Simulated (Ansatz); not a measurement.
Geometry optimisation, Ansatz 0.2.0, DFT PBE, scalar-relativistic, plane waves, PAW.

input.yaml

```yaml
accuracy: low
crystal:
  lattice:
    - [5.76, 0.0, 0.0]
    - [0.0, 5.76, 0.0]
    - [0.0, 0.0, 5.76]
  atoms:
    - { symbol: Cr, position: [0.0, 0.0, 0.0], spin: 1.5 }
    - { symbol: Cr, position: [0.5, 0.0, 0.0], spin: 1.5 }
    - { symbol: Cr, position: [0.0, 0.5, 0.0], spin: 1.5 }
    - { symbol: Cr, position: [0.0, 0.0, 0.5], spin: 1.5 }
    - { symbol: Cr, position: [0.25, 0.25, 0.25], spin: 1.5 }
    - { symbol: Cr, position: [0.5, 0.5, 0.0], spin: 1.5 }
    - { symbol: Cr, position: [0.5, 0.0, 0.5], spin: 1.5 }
    - { symbol: Cr, position: [0.75, 0.25, 0.25], spin: 1.5 }
    - { symbol: Cr, position: [0.0, 0.5, 0.5], spin: 1.5 }
    - { symbol: Cr, position: [0.25, 0.75, 0.25], spin: 1.5 }
    - { symbol: Cr, position: [0.25, 0.25, 0.75], spin: 1.5 }
    - { symbol: Cr, position: [0.5, 0.5, 0.5], spin: 1.5 }
    - { symbol: Cr, position: [0.75, 0.75, 0.25], spin: 1.5 }
    - { symbol: Cr, position: [0.75, 0.25, 0.75], spin: 1.5 }
    - { symbol: Cr, position: [0.25, 0.75, 0.75], spin: 1.5 }
    - { symbol: Cr, position: [0.75, 0.75, 0.75], spin: 1.5 }
    - { symbol: H, position: [0.7472901, 0.631872, 0.516041] }
magnetization:
  spin_polarized: true
basis:
  ecutwfc: 420.0
kpoints:
  mp_grid: { grid: [2, 2, 2] }
hamiltonian:
  xc: pbe
scf:
  occupations: { method: fermi_dirac, width: 0.05 }
  lower_state_search: "off"
relax:
  f_tol: 0.08
  max_steps: 25
  adjacent_minimum: "off"
output:
  write_density: true
  write_potential: true
  elf: true
  volumetric_format: npy
```

Command:

```bash
$ ansatz run input.yaml --threads 2 --pin off --max-ram 5120MiB --backend cpu --events-out ev --progress --plain --runs-dir out
```

Task: Where does it end, and by what steps?

Result: The forces met the threshold. The threshold is loose, so the end isn't yet a minimum. Limits of this set-up: coarse k mesh, low accuracy level. After 3 steps the energy has fallen by 0.359 eV; H17 moved furthest, 0.10 Å.

| step | energy less start (eV) | largest force component (eV/Å) | accepted |
| --- | --- | --- | --- |
| 0 | 0.0000 | 2.686 | yes |
| 1 | -0.2920 | 1.064 | yes |
| 2 | -0.3558 | 0.149 | yes |
| 3 | -0.3591 | 0.057 | yes |

```xyz
17
Lattice="5.7600 0.0000 0.0000 0.0000 5.7600 0.0000 0.0000 0.0000 5.7600" Properties=species:S:1:pos:R:3
Cr 0.004 0.022 0.005
Cr 2.874 0.022 0.005
Cr 0.008 2.884 0.006
Cr 0.012 -0.001 2.885
Cr 1.439 1.422 1.440
Cr 2.870 2.884 0.006
Cr 2.866 0.000 2.885
Cr 4.319 1.447 1.433
Cr 0.060 2.832 2.887
Cr 1.439 4.321 1.437
Cr 1.439 1.422 4.333
Cr 2.819 2.833 2.887
Cr 4.319 4.373 1.385
Cr 4.319 1.445 4.339
Cr 1.439 4.322 4.336
Cr 4.319 4.372 4.381
H 4.320 3.600 2.882
```

The run took 120 s on 2 threads of Arm Neoverse V2, with other jobs on the host, peak memory 0.82 GiB.
